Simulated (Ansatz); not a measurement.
# Al5Cu: the cost of one run

Computed with Ansatz 0.2.0 (DFT PBE, scalar-relativistic, plane waves, PAW, unless a step's input says otherwise).

## 1. The structure to begin with

The structure is tetragonal, space group P4/mmm (No. 123). Conventional cell: a = 2.777 Å, b = 2.777 Å, c = 11.783 Å, α = 90.00°, β = 90.00°, γ = 90.00°. Al (site symmetry 4mm) is surrounded by 12 Al at 2.78 Å. Al (site symmetry 4/mmm) has 12 Al at 2.78 Å as nearest neighbours. Al (site symmetry 4mm) has 8 Al at 2.78 Å and 4 Cu at 2.78 Å as nearest neighbours. Around Cu (site symmetry 4/mmm) lie 4 Cu at 2.78 Å and 8 Al at 2.78 Å.

Coordinates:

```cif
data_structure
_symmetry_space_group_name_H-M 'P4/mmm'
_symmetry_Int_Tables_number 123
_cell_length_a 2.7772
_cell_length_b 2.7772
_cell_length_c 11.7827
_cell_angle_alpha 90.000
_cell_angle_beta 90.000
_cell_angle_gamma 90.000
_cell_volume 90.88
loop_
_atom_site_label
_atom_site_type_symbol
_atom_site_symmetry_multiplicity
_atom_site_Wyckoff_symbol
_atom_site_fract_x
_atom_site_fract_y
_atom_site_fract_z
_atom_site_occupancy
Al1 Al 2 g 0.00000 0.00000 0.83333 1
Al2 Al 1 c 0.50000 0.50000 0.00000 1
Al3 Al 2 h 0.50000 0.50000 0.33333 1
Cu1 Cu 1 b 0.00000 0.00000 0.50000 1
```

The start is an ordering of an alloy on its end members' structure types: elements ordered on the sites of the Zr type, Cu/Al on Zr (P4/mmm, No. 123).

## 2. Probe: one point on a coarse mesh

input.yaml reads:

```yaml
crystal:
  lattice:
    - [2.77720016, 0.0, 0.0]
    - [0.0, 2.77720016, 0.0]
    - [0.0, 0.0, 11.78266241]
  atoms:
    - { symbol: Al, position: [0.0, 0.0, 0.83333333] }
    - { symbol: Al, position: [0.5, 0.5, 0.0] }
    - { symbol: Al, position: [0.0, 0.0, 0.16666667] }
    - { symbol: Al, position: [0.5, 0.5, 0.33333333] }
    - { symbol: Al, position: [0.5, 0.5, 0.66666667] }
    - { symbol: Cu, position: [0.0, 0.0, 0.5] }
basis:
  ecutwfc: 420
kpoints:
  mp_grid: { grid: [6, 6, 2] }
hamiltonian:
  xc: pbe
scf:
  occupations: { method: gaussian, width: 0.1 }
  lower_state_search: "off"
output:
  forces: true
  stress: true
  eigenvalues: true
```

Launch:

```sh
$ ansatz run input.yaml --threads 1 --pin off --max-ram 2560MiB --backend cpu --events-out ev --progress --plain --runs-dir out
```

Q: Estimate wall time and peak memory on 1 thread of Arm Neoverse V2, shared host.

About 2.1 s, with a peak of 0.33 GiB.
